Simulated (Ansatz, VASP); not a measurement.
**Zn: VASP and Ansatz over several settings**

```
Zn
1.0
    -1.54783    1.54783    1.54783
     1.54783   -1.54783    1.54783
     1.54783    1.54783   -1.54783
Zn
1
Direct
  0.00000 0.00000 0.00000
```

This isn't the form of Zn at room conditions, which is hcp.

Single points on this cell with VASP 6.6.1 and Ansatz 0.2.0. Each row is one pair of runs. Alike in all rows: spin: off; k mesh: 12 × 12 × 12; smearing: fermi-dirac, width 0.05 eV.

```tsv
level	VASP's potentials, cutoff	Ansatz's potentials, cutoff	gap on the k mesh at the Fermi level (eV), VASP	gap on the k mesh at the Fermi level (eV), Ansatz	pressure (GPa), VASP	pressure (GPa), Ansatz
LDA	VASP PAW LDA potentials, release 64 (Zn), 520 eV	Ansatz PAW, 420 eV	none	none	-5.8	-6.2
r2SCAN	VASP PAW PBE potentials, release 64 (Zn), 520 eV	Ansatz PAW, 500 eV	none	none	-2.0	-2.5
PBEsol	VASP PAW PBE potentials, release 64 (Zn), 520 eV	Ansatz PAW, 420 eV	none	none	-2.5	-2.9
```

Pressure (GPa): the two programs differ by at most 0.49.

A gap of «none» marks a metal or a gap that the smearing closes.

Caveats: the PAW data sets were made with another functional, which shifts forces and pressure a little (VASP); the PAW data sets come from PBE, with cores solved anew for the run's functional, which leaves a small shift of forces and pressure (Ansatz).
